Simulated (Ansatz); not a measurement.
Crystal: MnO.

```
CELL_PARAMETERS angstrom
2.97129 -1.71698 0.00000
2.97129 1.71698 0.00000
-1.98463 0.00000 2.81031
ATOMIC_POSITIONS crystal
Mn 0.50020 0.50020 0.50067
O 0.74980 0.74980 0.24934
```

The cell comes from a database or a generator and needn't be the stable form of this composition.

Base run:

- Program: Ansatz 0.2.0
- Functional: BLYP
- Potentials or basis: Ansatz PAW
- Cutoff: 420 eV (not typed: the program's choice for these potentials)
- k mesh: 7 × 7 × 7
- Occupations: fermi-dirac, width 0.05 eV
- Spin: collinear spin, ferromagnetic start
- Starting moments: [4.0, 0.0] μB

Its results: band gap on the k mesh none (metal or under the smearing width); pressure -0.4 GPa; net moment 4.99 μB per cell; site moments Mn +4.01; O +0.25 μB.

Task: The run is repeated on the same cell with these changes: functional from BLYP to r2SCAN; cutoff from 420 eV (not typed: the program's choice for these potentials) to 500 eV (not typed: the program's choice for these potentials). What comes out?

Result: Band gap on the k mesh none (metal or under the smearing width); pressure -6.3 GPa; net moment 5.00 μB per cell; site moments Mn +4.10; O +0.19 μB.

Caveats: a cell with one magnetic atom can't hold antiferromagnetic order, which such compounds often take; semilocal functionals often make such compounds metallic where correlation or magnetic order opens a gap, which also shifts bond lengths; the PAW data sets come from PBE, with cores solved anew for the run's functional, which leaves a small shift of forces and pressure; the magnetic or orbital state may not be the lowest (some runs).
